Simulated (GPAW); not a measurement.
Crystal: SrCl2.

```xyz
3
Lattice="0.0000 3.4884 3.4884 3.4884 0.0000 3.4884 3.4884 3.4884 0.0000" Properties=species:S:1:pos:R:3 pbc="T T T"
Sr    0.0000    0.0000    0.0000
Cl    5.2325    5.2325    5.2325
Cl    1.7442    1.7442    1.7442
```

Program: GPAW 26.7.0. Alike in all runs: no spin polarisation; cell as given; cutoff (eV) 600; smearing fermi-dirac 0.05 eV.

Problem. Order these runs on this cell by their band gap on the k mesh, lowest first.
A. level LDA; potentials or basis the program's PAW data sets (release 1.2.1) made for this functional, pw; k mesh 7 × 7 × 7; band path GXWKGLUWLK,UX; band points 100
B. level r2SCAN; potentials or basis GPAW PAW data sets (gpaw-data 1.2.1), pw; k mesh 7 × 7 × 7; band path GXWKGLUWLK,UX; band points 100
C. level TB-mBJ; potentials or basis GPAW PAW data sets for LDA (gpaw-data 1.2.1), pw; k mesh 8 × 8 × 8
D. level PBEsol; potentials or basis PAW data sets generated in the run's folder for this functional, pw; k mesh 7 × 7 × 7

Solution. A (4.92 eV), D (5.18 eV), B (6.01 eV), C (7.40 eV).

Caveats: an odd mesh through Γ misses points on the zone boundary, where band edges often lie (some runs); a model potential gives levels but no total energy (some runs).

A k mesh can miss the band edges, odd and even meshes differently.

Runs at the PBE level aren't shown here.
